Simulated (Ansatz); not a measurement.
AlCu:

```xyz
2
Lattice="2.9975 0.0000 0.0000 0.0000 2.9975 0.0000 0.0000 0.0000 2.9975" Properties=species:S:1:pos:R:3 pbc="T T T"
Cu    1.4988    1.4988    1.4988
Al    0.0000    0.0000    0.0000
```

The cell comes from a database or a generator and needn't be the stable form of this composition.

Program: Ansatz 0.2.0. Alike in all runs: task projected density of states; potentials or basis Ansatz PAW; no spin polarisation; cell as given; k mesh 5 × 5 × 5; smearing fermi-dirac 0.05 eV; the mesh is coarse, so values aren't converged.

Order these runs on this cell by their pressure, lowest first.
A. level r2SCAN0; cutoff (eV) 500
B. level r2SCAN; cutoff (eV) 500
C. level HSE06; cutoff (eV) 420
D. level LDA; cutoff (eV) 420

D (-5.1 GPa), B (-1.9 GPa), A (0.0 GPa), C (2.6 GPa).

Caveats: all runs use coarse meshes; the PAW data sets come from PBE, with cores solved anew for the run's functional, which leaves a small shift of forces and pressure; the density of states is complete only up to the lowest level of the last band computed; the thresholds are loose for stress (some runs).
